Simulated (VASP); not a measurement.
Wanted: the native input for a VASP 6.6.1 run.

```yaml
Task: single point
Functional: PBE
Potentials_or_basis: VASP PAW PBE potentials, release 64 (Al, As)
Cutoff: 520 eV
k_mesh: 4 × 4 × 4
Occupations: gaussian, width 0.1 eV
Spin: no spin polarisation
Dipole_correction: no
Further_INCAR_settings: ALGO = Normal; EDIFF = 1e-07; NBANDS = 26
```

The structure of AlAs lies in POSCAR:

```
AlAs
1.0
    5.7222620301      0.0000000000      0.0000000000
    0.0000000000      5.7222620301      0.0000000000
    0.0000000000      0.0000000000      5.7222620301
Al As
4 4
Direct
    0.0000000000      0.0000000000      0.0000000000
    0.5000000000      0.5000000000      0.0000000000
    0.5000000000      0.0000000000      0.5000000000
    0.0000000000      0.5000000000      0.5000000000
    0.2500213098      0.2500213098      0.2500213098
    0.7499786902      0.7499786902      0.2500213098
    0.7499786902      0.2500213098      0.7499786902
    0.2500213098      0.7499786902      0.7499786902
```

The cell was built by a generator and needn't be a form met in nature.

One way to write it, as run:

INCAR

```
PREC = Accurate ; ENCUT = 520
EDIFF = 1E-7 ; ISMEAR = 0
SIGMA = 0.1 ; LREAL = False
LASPH = True ; NELM = 100
ALGO = Normal ; ISIF = 2
LWAVE = False ; LCHARG = False
GGA = PE ; NBANDS = 26
```

KPOINTS

```
regular mesh
0
Gamma
  4 4 4
```

Potentials or basis: VASP PAW PBE potentials, release 64 (Al, As).

Launch:

```sh
$ cat potpaw_PBE.64/Al/POTCAR potpaw_PBE.64/As/POTCAR > POTCAR
$ mpirun -np 1 vasp_std > vasp.out
```

It gave:

```
Pressure               : 0.4 GPa
Band gap on the k mesh : 1.49 eV
```

It took 33 s on 1 thread of Intel(R) Xeon(R) 6975P-C (Granite Rapids), on a shared host, peak memory 0.33 GiB.
